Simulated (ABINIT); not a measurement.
# TiTe2 (P-3m1) in ABINIT: settings compared, part 2 of 2

ABINIT 10.8.3 (patched build). The steps go on from the part before.

## (5) Relaxation of cell and atoms, PBE+D4

run.py

```python
import json, os
import numpy as np
from ase.constraints import FixSymmetry
from ase.optimize import BFGS
from ase.filters import FrechetCellFilter
from ase.units import GPa
from ase.calculators.mixing import SumCalculator
from dftd4.ase import DFTD4
from ase.calculators.abinit import Abinit, AbinitProfile
from ase import Atoms

atoms = Atoms(['Te', 'Te', 'Ti'],
              cell=[[3.777, 0.0, 0.0], [-1.8885, 3.2709779501, 0.0], [0.0, 0.0, 6.498]],
              scaled_positions=[[0.3333333333, 0.6666666667, 0.7372], [0.6666666667, 0.3333333333, 0.2628], [0.0, 0.0, 0.0]],
              pbc=True)

profile = AbinitProfile(command='abinit', pp_paths=[os.path.abspath('pseudos')])
params = dict(
    pps='pawxml', xc='PBE',
    chksymtnons=0,
    tolsym=1e-05,
    ecut=408.1708,
    pawecutdg=816.3416,
    pawxcdev=0,
    kptopt=1,
    ngkpt=[8, 8, 4],
    nshiftk=1,
    shiftk=[0.0, 0.0, 0.0],
    ixc=11,
    nband=16,
    occopt=3,
    tsmear=0.05,
    nstep=100,
    tolvrs=1e-09,
    prtwf=0,
    prtden=0,
    ecutsm=0.5,
)

atoms.calc = SumCalculator([Abinit(profile=profile, directory='run', **params), DFTD4(method='pbe')])
atoms.set_constraint(FixSymmetry(atoms, symprec=1e-4))
opt = BFGS(FrechetCellFilter(atoms), trajectory='opt.traj')
converged = opt.run(fmax=0.03, steps=30)
print('converged', converged)
print('cell (A)', np.round(atoms.cell[:], 5).tolist())
energy = atoms.get_potential_energy()
forces = atoms.get_forces()
stress = atoms.get_stress()
print(f'energy {energy:.6f} eV')
print('forces (eV/A)')
print(np.round(forces, 5))
print('stress (GPa, Voigt, tension positive)', np.round(stress / GPa, 4))
json.dump(dict(energy=energy, forces=forces.tolist(), stress=stress.tolist(), cell=atoms.cell.tolist(), frac=atoms.get_scaled_positions(wrap=False).tolist()), open('results.json', 'w'))
```

Potentials or basis: JTH PAW PBE v2.0.

Run with:

```sh
python run.py
```

The log of the run:

```text
Step          Energy          fmax
BFGS:    0    -2052.156524        0.219758
BFGS:    1    -2052.158192        0.190304
BFGS:    2    -2052.164025        0.160241
BFGS:    3    -2052.164848        0.152317
BFGS:    4    -2052.168095        0.043309
BFGS:    5    -2052.168292        0.034731
BFGS:    6    -2052.168285        0.046051
BFGS:    7    -2052.168314        0.051961
BFGS:    8    -2052.168631        0.053018
BFGS:    9    -2052.168521        0.032165
BFGS:   10    -2052.168790        0.013378
converged True
cell (A) [[3.73673, 0.0, -0.0], [-1.86837, 3.23611, -0.0], [-0.0, -0.0, 6.40741]]
energy -2052.168790 eV
forces (eV/A)
[[ 0.       0.       0.01158]
 [-0.       0.      -0.01158]
 [ 0.       0.       0.     ]]
stress (GPa, Voigt, tension positive) [0.0718 0.0718 0.083  0.     0.     0.    ]
```

abinit.in:

```text
chksymtnons 0
ecut 408.1708 eV
ecutsm 0.5
ixc 11
kptopt 1
natom 3
nband 16
ngkpt
8 8 4
nshiftk 1
nsppol 1
nstep 100
occopt 3
pawecutdg 816.3416 eV
pawxcdev 0
prtden 0
prtwf 0
shiftk
0.0 0.0 0.0
tolsym 1e-05
tolvrs 1e-09
tsmear 0.05 eV
#Definition of the unit cell
acell
1.00000000000000 1.00000000000000 1.00000000000000 Angstrom
rprim
3.73673463619845 0.00000000000000 -0.00000000000000
-1.86836731809922 3.23610712214906 -0.00000000000000
-0.00000000000000 -0.00000000000000 6.40740791378482
chkprim 0 # Allow non-primitive cells
#Definition of the atom types
ntypat 2
znucl 22 52
#Enumerate different atomic species
typat
 2 2 1
pseudos "./pseudos/Ti.GGA_PBE-JTH.xml,
./pseudos/Te.GGA_PBE-JTH.xml"
#Definition of the atoms
xcart
-0.00000000035307 4.07690411669186 8.85951951023734
3.53070253331891 2.03845205844786 3.24872662333613
-0.00000000035307 0.00000000020385 -0.00000000000000
chkexit 1 # abinit.exit file in the running directory terminates after the current SCF
```

abinit.abo:

```text
.Version 10.8.3 of ABINIT
 Symmetries : space group P-3 m 1 (#164); Bravais hP (primitive hexag.)
================================================================================
 Values of the parameters that define the memory need of the present run
     intxc =       0    ionmov =       0      iscf =      17    lmnmax =      18
     lnmax =       6     mgfft =      45  mpssoang =       3    mqgrid =    3001
     natom =       3  nloc_mem =       2    nspden =       1   nspinor =       1
    nsppol =       1      nsym =      12    n1xccc =       1    ntypat =       2
    occopt =       3   xclevel =       2
       mpw =        1464          nfft =       32805          nkpt =          35
 PAW method is used; the additional fine FFT grid is defined by:
   mgfftf=        60    nfftf =     77760
================================================================================
================================================================================

--------------------------------------------------------------------------------
------------- Echo of variables that govern the present computation ------------
--------------------------------------------------------------------------------
 -outvars: echo values of preprocessed input variables --------
            acell      1.8897261259E+00  1.8897261259E+00  1.8897261259E+00 Bohr
              amu      4.78800000E+01  1.27600000E+02
          chkexit           1
          chkprim           0
      chksymtnons           0
             ecut      1.50000002E+01 Hartree
           ecutsm      5.00000000E-01 Hartree
              ixc          11
         kptrlatt        8    0    0      0    8    0      0    0    4
          kptrlen      4.84329845E+01
            natom           3
            nband          16
            ngfft          27      27      45
          ngfftdg          36      36      60
             nkpt          35
            nstep         100
             nsym          12
           ntypat           2
           occopt           3
        pawecutdg      3.00000005E+01 Hartree
         pawxcdev           0
           prtden           0
            prtwf           0
            rprim      3.7367346362E+00  0.0000000000E+00 -0.0000000000E+00
                      -1.8683673181E+00  3.2361071221E+00 -0.0000000000E+00
                      -0.0000000000E+00 -0.0000000000E+00  6.4074079138E+00
          spgroup         164
           tolvrs      1.00000000E-09
           tsmear      1.83746611E-03 Hartree
            typat      2  2  1
           useylm           1
           xangst     -1.8683354356E-10  2.1574047482E+00  4.6882558213E+00
                       1.8683673179E+00  1.0787023742E+00  1.7191520925E+00
                      -1.8683659773E-10  1.0787277437E-10  0.0000000000E+00
            xcart     -3.5306422846E-10  4.0769041168E+00  8.8595195105E+00
[... 147 lines left out ...]
    3     -0.00000000018684     0.00000000010787     0.00000000000000

 cartesian forces (hartree/bohr) at end:
    1     -0.00000000000000     0.00000000000000    -0.00013080279751
    2     -0.00000000000000     0.00000000000000     0.00013080279751
    3     -0.00000000000000    -0.00000000000000    -0.00000000000000
 frms,max,avg= 6.1661030E-05 1.3080280E-04   0.000E+00  0.000E+00  0.000E+00 h/b

 cartesian forces (eV/Angstrom) at end:
    1     -0.00000000000000     0.00000000000000    -0.00672615028409
    2     -0.00000000000000     0.00000000000000     0.00672615028409
    3     -0.00000000000000    -0.00000000000000    -0.00000000000000
 frms,max,avg= 3.1707377E-03 6.7261503E-03   0.000E+00  0.000E+00  0.000E+00 e/A
 length scales=  1.889726125908  1.889726125908  1.889726125908 bohr
              =  1.000000000000  1.000000000000  1.000000000000 angstroms
 Fermi (or HOMO) energy (hartree) =  -0.15730   Average Vxc (hartree)=  -0.36733
 Eigenvalues (hartree) for nkpt=  35  k points:
 kpt#   1, nband= 16, wtk=  0.00391, kpt=  0.0000  0.0000  0.0000 (reduced coord)
  -2.26742   -1.39500   -1.39500   -1.39376   -0.62072   -0.56063   -0.35769   -0.21751
  -0.21751   -0.14536   -0.14095   -0.14095   -0.13186   -0.11425   -0.11425   -0.04491
      occupation numbers for kpt#   1
   2.00000    2.00000    2.00000    2.00000    2.00000    2.00000    2.00000    2.00000
   2.00000    0.00301    0.00027    0.00027    0.00000    0.00000    0.00000    0.00000
 prteigrs : prtvol=0 or 1, do not print more k-points.

--- !EnergyTerms
iteration_state     : {dtset: 1, }
comment             : Components of total free energy in Hartree
kinetic             :  1.26498129531935E+01
hartree             :  2.28030704800206E+01
xc                  : -1.14052252956031E+01
Ewald energy        : -4.75232375708079E+01
psp_core            :  1.12834584893195E+01
local_psp           : -6.03633532301312E+01
PAW spherical_terms : -2.81222048454103E+00
internal            : -7.53676946585494E+01
'-kT*entropy'       : -4.19594290403460E-04
total_energy        : -7.53681142528398E+01
total_energy_eV     : -2.05087086756525E+03
...

--- !EnergyTermsDC
iteration_state     : {dtset: 1, }
comment             : '"Double-counting" decomposition of free energy'
band_energy         : -1.81562266527176E+01
Ewald energy        : -4.75232375708079E+01
psp_core            :  1.12834584893195E+01
xc_dc               : -2.45238877091715E+01
PAW spherical_terms :  3.55220177532918E+00
internal            : -7.53676916680483E+01
'-kT*entropy'       : -4.19594290403460E-04
total_energy_dc     : -7.53681112623387E+01
total_energy_dc_eV  : -2.05087078618957E+03
...

--- !EnergyTermsWithPAWCore
iteration_state     : {dtset: 1, }
comment             : 'Components of total free energy, including PAW core contributions'
Total energy        : -1.44430795088902E+04
Total energy DC     : -1.44430795058997E+04
Total energy (eV)   : -3.93016215097824E+05
Total energy DC (eV): -3.93016215016448E+05
...

 Cartesian components of stress tensor (hartree/bohr^3)
  sigma(1 1)= -7.87257448E-05  sigma(3 2)=  0.00000000E+00
  sigma(2 2)= -7.87257448E-05  sigma(3 1)=  0.00000000E+00
  sigma(3 3)= -8.41262286E-05  sigma(2 1)=  0.00000000E+00

-Cartesian components of stress tensor (GPa)         [Pressure=  2.3692E+00 GPa]
- sigma(1 1)= -2.31619138E+00  sigma(3 2)=  0.00000000E+00
- sigma(2 2)= -2.31619138E+00  sigma(3 1)=  0.00000000E+00
- sigma(3 3)= -2.47507910E+00  sigma(2 1)=  0.00000000E+00

== END DATASET(S) ==============================================================
================================================================================

 -outvars: echo values of variables after computation  --------
            acell      1.8897261259E+00  1.8897261259E+00  1.8897261259E+00 Bohr
           etotal     -7.5368111262E+01
            fcart     -0.0000000000E+00  3.6692401147E-30 -1.3080279751E-04
                      -0.0000000000E+00  3.6692401147E-30  1.3080279751E-04
                      -0.0000000000E+00 -7.3384802294E-30 -0.0000000000E+00
            rprim      3.7367346362E+00  0.0000000000E+00 -0.0000000000E+00
                      -1.8683673181E+00  3.2361071221E+00 -0.0000000000E+00
                      -0.0000000000E+00 -0.0000000000E+00  6.4074079138E+00
           strten     -7.8725744772E-05 -7.8725744772E-05 -8.4126228613E-05
                       0.0000000000E+00  0.0000000000E+00  0.0000000000E+00
           xangst     -1.8683354356E-10  2.1574047482E+00  4.6882558213E+00
                       1.8683673179E+00  1.0787023742E+00  1.7191520925E+00
                      -1.8683659773E-10  1.0787277437E-10  0.0000000000E+00
             xred      3.3333333330E-01  6.6666666670E-01  7.3169304723E-01
                       6.6666666663E-01  3.3333333337E-01  2.6830695277E-01
                      -3.3332905473E-11  3.3334117289E-11  0.0000000000E+00
 Calculation completed.
```

Wall time 13 min (1 thread of AMD EPYC, shared host); peak memory 0.13 GiB.

Results:

```
Free energy                                           : -2052.1687 eV
Relaxed volume                                        : 25.83 Å³/atom
Relaxed cell                                          : a = 3.737 Å, b = 3.737 Å, c = 6.407 Å, α = 90.00°, β = 90.00°, γ = 120.00°
Space group after relaxing (to 0.05 Å)                : P-3m1 (No. 164)
Energy gained by relaxing                             : 4.1 meV/atom
Ionic steps                                           : 11
Pressure after relaxing                               : -0.1 GPa
Largest force after relaxing                          : 0.012 eV/Å
Band gap on the k mesh                                : none (metal or under the smearing width)
Valence electrons inside the program's atomic spheres : Te 3.17; Ti 10.12
Dispersion energy per atom                            : -0.433 eV
```

Forces on the atoms (eV/Å):
```
Te   0.000  0.000  0.012
Te   0.000  0.000 -0.012
Ti   0.000  0.000  0.000
```

Step by step:
```
step  energy change (eV)  largest force (eV/Å)  pressure (GPa)  volume (Å³)
   1              0.0000                0.0176           -1.20        80.28
   2             -0.0017                0.0389           -1.03        80.05
   3             -0.0075                0.1612            0.09        78.52
   4             -0.0083                0.1533            0.15        78.33
   5             -0.0116                0.0367            0.16        77.50
   6             -0.0118                0.0115            0.03        77.58
   7             -0.0118                0.0000           -0.05        77.64
   8             -0.0118                0.0091           -0.10        77.68
   9             -0.0121                0.0191           -0.17        77.68
  10             -0.0120                0.0229           -0.15        77.57
  11             -0.0123                0.0116           -0.08        77.48
```

Final structure:
```cif
data_structure
_symmetry_space_group_name_H-M 'P 1'
_symmetry_Int_Tables_number 1
_cell_length_a 3.7367
_cell_length_b 3.7367
_cell_length_c 6.4074
_cell_angle_alpha 90.000
_cell_angle_beta 90.000
_cell_angle_gamma 120.000
_cell_volume 77.48
loop_
_atom_site_label
_atom_site_type_symbol
_atom_site_fract_x
_atom_site_fract_y
_atom_site_fract_z
_atom_site_occupancy
Te1 Te 0.33333 0.66667 0.73169 1
Te2 Te 0.66667 0.33333 0.26831 1
Ti1 Ti 0.00000 0.00000 0.00000 1
```

Levels at points of the mesh, in eV from the Fermi level:
```csv
k point,band 8,band 9,band 10,band 11,band 12,band 13,band 14,band 15,band 16
"(0.00, 0.00, 0.00)",-1.64,-1.64,0.32,0.44,0.44,0.69,1.17,1.17,3.06
"(0.50, 0.00, 0.00)",-3.79,-2.85,-2.48,-1.73,-1.15,0.00,1.24,1.58,2.42
"(0.00, 0.00, 0.50)",-2.85,-1.56,-1.56,0.43,0.43,0.79,0.79,1.09,3.60
"(0.50, 0.00, 0.50)",-4.75,-2.50,-2.06,-0.92,-0.52,-0.31,1.24,1.57,2.58
```

Caveat: the log and the count of SCF iterations are those of the last ABINIT call alone. The run has no spin-orbit coupling, so splittings on Te are missing.

## (6) Overview

| level | dispersion computed by | gap on the mesh (eV) | pressure (GPa) | relaxed volume (Å³/atom) | largest force (eV/Å) |
| --- | --- | --- | --- | --- | --- |
| PBE | - | none | 0.1 | 27.91 | 0.01 |
| PBE+D3 | simple-dftd3 1.7.0 | none | -0.2 | 26.75 | - |
| PBE+D3(BJ) | simple-dftd3 1.7.0 | none | -0.1 | 25.35 | 0.01 |
| PBE+D4 | dftd4 4.3.1 | none | -0.1 | 25.83 | 0.01 |

Alike in all rows: task relaxation of cell and atoms; potentials or basis JTH PAW PBE v2.0; no spin polarisation; cell relaxed; k mesh 8 × 8 × 4; cutoff (eV) 408; smearing fermi-dirac 0.05 eV.

Caveats: this functional lacks dispersion, which binds the layers, so the pressure and a relaxed spacing across them are unreliable (some runs).

Total energies depend on the potentials used, so only differences within one code and one set of settings carry meaning.
